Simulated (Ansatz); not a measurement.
Wanted: the native input for an Ansatz 0.2.0 run.

| Item | Value |
| --- | --- |
| Task | Born charges and dielectric tensor |
| Functional | PBEsol |
| Potentials or basis | Ansatz PAW |
| Cutoff | 420 eV (not typed: the program's choice for these potentials) |
| k mesh | 9 × 9 × 9 |
| Occupations | fixed |
| Spin | no spin polarisation |

MgS (Niningerite):

```
CELL_PARAMETERS angstrom
0.00000 2.60165 2.60165
2.60165 0.00000 2.60165
2.60165 2.60165 0.00000
ATOMIC_POSITIONS crystal
S 0.50000 0.50000 0.50000
Mg 0.00000 0.00000 0.00000
```

The input as run:

input.yaml

```yaml
crystal:
  lattice:
    - [0.0, 2.60165, 2.60165]
    - [2.60165, 0.0, 2.60165]
    - [2.60165, 2.60165, 0.0]
  atoms:
    - { symbol: S, position: [0.5, 0.5, 0.5] }
    - { symbol: Mg, position: [0.0, 0.0, 0.0] }
hamiltonian:
  xc: pbesol
  pseudopotentials: { kind: paw }
kpoints:
  mp_grid: { grid: [9, 9, 9] }
scf:
  occupations: { method: fixed }
output:
  eigenvalues: true
dielectric:
  method: response
```

Potentials or basis: Ansatz PAW.

Launch:

```sh
$ ansatz run input.yaml --threads 2 --pin off --max-ram 5632MiB --backend cpu --events-out ev --progress --plain --runs-dir out
```

It gave:

| Quantity | Value |
| --- | --- |
| Band gap on the k mesh | 2.83 eV, indirect (least direct gap 3.59 eV) |
| Electronic dielectric tensor (diagonal) | 5.53 |
| Born charges (mean of the diagonal) | S -2.32; Mg +2.32 e |

Caveat: odd divisions of the mesh miss points on the zone boundary, where band edges often lie, so the gap on the mesh can be too wide.

It took 16 s on 2 threads of Arm Neoverse V2 (shared host), peak memory 0.43 GiB.
